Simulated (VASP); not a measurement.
BN in VASP 6.6.1, relaxation

INCAR

```
LDAUL = 2 2 2
LDAU = .TRUE.
LREAL = .FALSE.
NBANDS = 11
LDAUTYPE = 2
LWAVE = .FALSE.
LASPH = .TRUE.
EDIFFG = -5E-3
EDIFF = 1E-7
SIGMA = 0.02
ISMEAR = -1
IBRION = 2
ISIF = 3
LCHARG = .FALSE.
NELM = 58
LDAUU = 4 4 4
ENCUT = 600
GGA = CA
PREC = Accurate
NSW = 30
```

KPOINTS

```
KPOINTS created by Atomic Simulation Environment
0
Gamma
10 10 10
0 0 0
```

POSCAR

```
B  N
 1.0000000000000000
    -0.0000000000000000    1.8122639363159465    1.8122639363159465
     1.8122639363159465    0.0000000000000000    1.8122639363159465
     1.8122639363159465    1.8122639363159465    0.0000000000000000
 B   N
   1   1
Cartesian
  0.0000000000000000 -0.0000000000000000 -0.0000000000000000
  0.9061319681579733  0.9061319681579733  0.9061319681579733
```

The recommended LDA PAW datasets give the neutral cell 8 valence electrons.

Command

```
mpirun -np 1 vasp_std
```

OSZICAR

```
N       E                     dE             d eps       ncg     rms          rms(c)
DAV:   1     0.895835583689E+01    0.89584E+01   -0.53922E+03  1050   0.802E+02
DAV:   2    -0.200396807005E+02   -0.28998E+02   -0.28168E+02  1273   0.157E+02
DAV:   3    -0.205155408507E+02   -0.47586E+00   -0.47496E+00  1237   0.169E+01
DAV:   4    -0.205160945210E+02   -0.55367E-03   -0.55366E-03  1103   0.708E-01
DAV:   5    -0.205160950612E+02   -0.54025E-06   -0.54020E-06  1193   0.212E-02    0.645E+00
DAV:   6    -0.195371158970E+02    0.97898E+00   -0.32634E+00  1034   0.102E+01    0.304E+00
DAV:   7    -0.194318756017E+02    0.10524E+00   -0.80851E-02  1169   0.239E+00    0.175E+00
DAV:   8    -0.194004633563E+02    0.31412E-01   -0.43855E-02  1148   0.142E+00    0.172E-01
DAV:   9    -0.194003099479E+02    0.15341E-03   -0.94663E-04  1139   0.264E-01    0.808E-02
DAV:  10    -0.194002931706E+02    0.16777E-04   -0.48959E-05  1151   0.639E-02    0.142E-02
...
   2 F= -.19397731E+02 E0= -.19397731E+02  d E =0.256226E-02
       N       E                     dE             d eps       ncg     rms          rms(c)
DAV:   1    -0.194405755069E+02   -0.42844E-01   -0.66070E-01  1097   0.688E+00    0.108E+00
DAV:   2    -0.194190890717E+02    0.21486E-01   -0.86841E-02  1088   0.179E+00    0.286E-01
DAV:   3    -0.194179499844E+02    0.11391E-02   -0.21856E-03  1121   0.410E-01    0.114E-01
DAV:   4    -0.194175618966E+02    0.38809E-03   -0.36770E-04  1142   0.134E-01    0.347E-02
DAV:   5    -0.194175536484E+02    0.82482E-05   -0.15485E-05  1139   0.278E-02    0.207E-02
DAV:   6    -0.194175529832E+02    0.66520E-06   -0.72349E-07  1127   0.721E-03    0.969E-04
DAV:   7    -0.194175529541E+02    0.29071E-07   -0.32950E-08   538   0.120E-03
   3 F= -.19417553E+02 E0= -.19417553E+02  d E =-.172593E-01
```

Standard output (part)

```
POSCAR found type information on POSCAR B N
 POSCAR found :  2 types and       2 ions
 LDA part: xc-table for (Slater(with rela. corr.)+CA(PZ))
 , standard interpolation
 POSCAR, INCAR and KPOINTS ok, starting setup
 WAVECAR not read
 entering main loop
 curvature:   0.00 expect dE= 0.000E+00 dE for cont linesearch  0.000E+00
 search vector abs. value=  0.693E-01
 bond charge predicted
 trial-energy change:    0.002562  1 .order    0.003992   -0.069266    0.077250
 bond charge predicted
 curvature:  -0.24 expect dE=-0.799E-06 dE for cont linesearch -0.799E-06
 trial: gam=-0.00694 g(F)=  0.332E-46 g(S)=  0.338E-05 ort = 0.484E-03 (trialstep = 0.897E+00)
 search vector abs. value=  0.265E-09
 reached required accuracy - stopping structural energy minimisation
```

From OUTCAR

```
k-points           NKPTS =     47   k-points in BZ     NKDIM =     47   number of bands    NBANDS=     11

   NELECT =       8.0000    total number of electrons

   dimension x,y,z NGX =    20 NGY =   20 NGZ =   20
   dimension x,y,z NGXF=    40 NGYF=   40 NGZF=   40

  energy-cutoff  :      600.00
  volume of cell :       11.50
      direct lattice vectors                 reciprocal lattice vectors
    -0.000000000  1.791419503  1.791419503    -0.279108271  0.279108271  0.279108271
     1.791419503  0.000000000  1.791419503     0.279108271 -0.279108271  0.279108271
     1.791419503  1.791419503 -0.000000000     0.279108271  0.279108271 -0.279108271

 k-points in reciprocal lattice and weights: KPOINTS created by Atomic Simulation Env
   0.00000000  0.00000000  0.00000000       0.001
   0.10000000  0.00000000  0.00000000       0.008
   0.20000000  0.00000000  0.00000000       0.008
   0.30000000  0.00000000  0.00000000       0.008
   0.40000000  0.00000000  0.00000000       0.008
   0.50000000  0.00000000  0.00000000       0.004
   0.10000000  0.10000000  0.00000000       0.006
   0.20000000  0.10000000  0.00000000       0.024
   ...

 E-fermi :   8.1271

 k-point     1 :       0.0000    0.0000    0.0000
  band No.  band energies     occupation
      1     -12.6487      2.00000
      2       7.7270      2.00000
      3       7.7270      2.00000
      4       7.7270      2.00000
      5      16.5369      0.00000
      6      16.5369      0.00000
      7      16.5369      0.00000
      8      18.6062      0.00000
      9      32.7267      0.00000
     10      35.8458      0.00000
     11      35.8458      0.00000

 k-point     2 :       0.1000    0.0000    0.0000
  band No.  band energies     occupation
      1     -12.3995      2.00000
      2       6.4437      2.00000
      3       7.4636      2.00000
      4       7.4636      2.00000
      5      16.8904      0.00000
      6      16.9329      0.00000
      7      16.9329      0.00000
      8      19.3301      0.00000
      9      32.2813      0.00000
     10      33.0579      0.00000
     11      33.0579      0.00000

 k-point     3 :       0.2000    0.0000    0.0000
  band No.  band energies     occupation
      1     -11.6648      2.00000
      2       3.6876      2.00000
      3       6.8735      2.00000
      4       6.8735      2.00000
      5      17.4001      0.00000
      6      17.7468      0.00000
      7      17.7468      0.00000
      8      20.8636      0.00000
      9      31.4525      0.00000
     10      31.5494      0.00000
     11      31.5494      0.00000

 k-point     4 :       0.3000    0.0000    0.0000
  band No.  band energies     occupation
      1     -10.4972      2.00000
      2       0.6699      2.00000
      3       6.2790      2.00000
      4       6.2790      2.00000
      5      17.8548      0.00000
      6      18.3160      0.00000
      7      18.3160      0.00000
      8      22.1192      0.00000
      9      31.0047      0.00000
     10      31.8123      0.00000
     11      31.8123      0.00000

 k-point     5 :       0.4000    0.0000    0.0000
  band No.  band energies     occupation
      1      -9.0855      2.00000
      2      -1.9634      2.00000
      3       5.8709      2.00000
      4       5.8709      2.00000
      5      18.1767      0.00000
      6      18.4511      0.00000
      7      18.4511      0.00000
      8      22.8031      0.00000
      9      31.0571      0.00000
     10      33.5153      0.00000
     11      33.5153      0.00000

 ...

  Total       -0.0068354     -0.0068354     -0.0068354     -0.0000000     -0.0000000     -0.0000000
  in kB       -0.9524713     -0.9524713     -0.9524713     -0.0000000     -0.0000000     -0.0000000
  external PRESSURE =      -0.9524713 kB  Pullay stress =       0.0000000 kB

 POSITION                                       TOTAL-FORCE (eV/Angst)
 -----------------------------------------------------------------------------------
      0.00000      0.00000      0.00000        -0.000000     -0.000000     -0.000000
      0.89571      0.89571      0.89571         0.000000      0.000000      0.000000
 -----------------------------------------------------------------------------------
    total drift:                               -0.000000     -0.000000     -0.000000

  FREE ENERGIE OF THE ION-ELECTRON SYSTEM (eV)
  ---------------------------------------------------
  free  energy   TOTEN  =       -19.4175529541 eV

  energy  without entropy=      -19.4175529541  energy(sigma->0) =      -19.41755295
```

| ionic step | ΔE (meV/atom) | volume (Å³) | largest force (eV/Å) | pressure (GPa) | electronic steps |
| --- | --- | --- | --- | --- | --- |
| 1 | 0.0 | 11.90 | 0.000 | -13.17 | 12 |
| 2 | 1.3 | 11.08 | 0.000 | 15.78 | 7 |
| 3 | -8.6 | 11.50 | 0.000 | -0.10 | 7 |

It converged. Results: relaxed cell vector lengths 2.533, 2.533, 2.533 Å; relaxed cell volume 11.50 Å³.

One setting is odd (wrong count of Hubbard values), but here it hardly changes the result.

On sound settings the LDA relaxation ends at 11.50 Å³.

The run took about 14 s on one core of a shared host (Intel Xeon Platinum 8488C) and held 0.12 GiB at most.
